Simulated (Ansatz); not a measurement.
Zinc-blende ZnTe, treated with PBE0 (PAW; Ansatz, an electronic-structure program).

Run with plane-wave cutoff 460 eV, 8×8×8 k mesh, Fermi–Dirac smearing 0.01 eV, scalar-relativistic PAW data made under PBE.

The cell has the measured lattice: a = b = c = 6.089 Å, α = β = γ = 90.00°.

Q: Give the computed band gap.

A: 
* **band gap**: 2.90 eV (on the SCF k mesh)

Measured, for comparison: band gap 2.43 eV (zero-point renormalisation of 40 meV (experimental, the table's column) added back here, direct; inputs from Miglio et al. (2020), arXiv:2011.12765).

Note: cell and atoms aren't relaxed at this level (pressure 1.3 GPa).

Spin–orbit coupling is not included; with these elements it can move the gap by several tenths of an eV or more.

Static lattice: no zero-point or thermal effects.

Computing time: very roughly 2.7 core-minutes.
